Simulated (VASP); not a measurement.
## A VASP 6.6.1 single-point calculation on TePb

INCAR

```
PREC = Accurate
LWAVE = .FALSE.
ENCUT = 520
LCHARG = .FALSE.
GGA = PE
IMIX = 1
NBANDS = 17
ISMEAR = -1
LASPH = .TRUE.
AMIX = 1.5
NELM = 88
LREAL = .FALSE.
SIGMA = 0.02
BMIX = 0.0001
IBRION = -1
EDIFF = 1E-7
ISIF = 2
NSW = 0
```

KPOINTS

```
KPOINTS created by Atomic Simulation Environment
0
Gamma
8 8 8
0 0 0
```

POSCAR

```
Pb Te
 1.0000000000000000
    -0.0000000000000000    3.2678368488178133    3.2678368488178133
     3.2678368488178133   -0.0000000000000000    3.2678368488178133
     3.2678368488178133    3.2678368488178133   -0.0000000000000000
 Pb  Te
   1   1
Cartesian
 -0.0000000000000000  0.0000000000000000  0.0000000000000000
  3.2678368488178129  3.2678368488178129  3.2678368488178129
```

The recommended PBE PAW datasets give the neutral cell 20 valence electrons.

Command

```
mpirun -np 1 vasp_std
```

Task: How does this run end, and what does it give?

Result: It didn't converge.

OSZICAR

```
N       E                     dE             d eps       ncg     rms          rms(c)
DAV:   1     0.150553281429E+03    0.15055E+03   -0.90872E+03   986   0.113E+03
DAV:   2     0.249639288222E+01   -0.14806E+03   -0.14333E+03  1047   0.288E+02
DAV:   3    -0.738754734459E+01   -0.98839E+01   -0.98329E+01  1249   0.824E+01
DAV:   4    -0.764834043851E+01   -0.26079E+00   -0.26067E+00  1254   0.150E+01
DAV:   5    -0.765792392465E+01   -0.95835E-02   -0.95832E-02  1409   0.255E+00    0.308E+00
DAV:   6    -0.866024051972E+01   -0.10023E+01   -0.82490E+00  1397   0.190E+01    0.372E+00
DAV:   7    -0.163246232019E+02   -0.76644E+01   -0.64778E+01  1443   0.572E+01    0.109E+01
DAV:   8    -0.585602914958E+02   -0.42236E+02   -0.29793E+02  1348   0.197E+02    0.228E+01
DAV:   9    -0.506467857132E+03   -0.44791E+03   -0.40227E+03  1722   0.324E+02    0.726E+02
DAV:  10    -0.448818490305E+04   -0.39817E+04   -0.52043E+04  1508   0.106E+03    0.105E+03
...
DAV:  80    -0.980392449990E+04   -0.83267E+03   -0.83806E+04  1740   0.122E+03    0.157E+03
DAV:  81    -0.896356736465E+04    0.84036E+03   -0.65932E+04  1708   0.110E+03    0.149E+03
DAV:  82    -0.975042186468E+04   -0.78685E+03   -0.83273E+04  1748   0.121E+03    0.145E+03
DAV:  83    -0.895347998949E+04    0.79694E+03   -0.65755E+04  1724   0.110E+03    0.151E+03
DAV:  84    -0.975579262845E+04   -0.80231E+03   -0.83188E+04  1748   0.125E+03    0.154E+03
DAV:  85    -0.891917727035E+04    0.83662E+03   -0.65247E+04  1716   0.111E+03    0.150E+03
DAV:  86    -0.976243880340E+04   -0.84326E+03   -0.83552E+04  1740   0.126E+03    0.149E+03
DAV:  87    -0.900087213673E+04    0.76157E+03   -0.66469E+04  1724   0.113E+03    0.152E+03
DAV:  88    -0.983836286822E+04   -0.83749E+03   -0.84236E+04  1756   0.120E+03
   1 F= -.98383629E+04 E0= -.98383622E+04  d E =-.127482E-02
```

Standard output (part)

```
POSCAR found type information on POSCAR PbTe
 POSCAR found :  2 types and       2 ions
 LDA part: xc-table for (Slater+PW92), standard interpolation
 POSCAR, INCAR and KPOINTS ok, starting setup
 WAVECAR not read
 entering main loop
|     The electronic self-consistency was not achieved in the given           |
|     number of steps (NELM). The forces and other quantities evaluated       |
|     might not be reliable so examine the results carefully. If you find     |
|     spurious results, we suggest increasing NELM, if you were close to      |
|     convergence or switching to a different ALGO or adjusting the           |
|     density mixing parameters otherwise.                                    |
```

The fault: mixing far too strong.
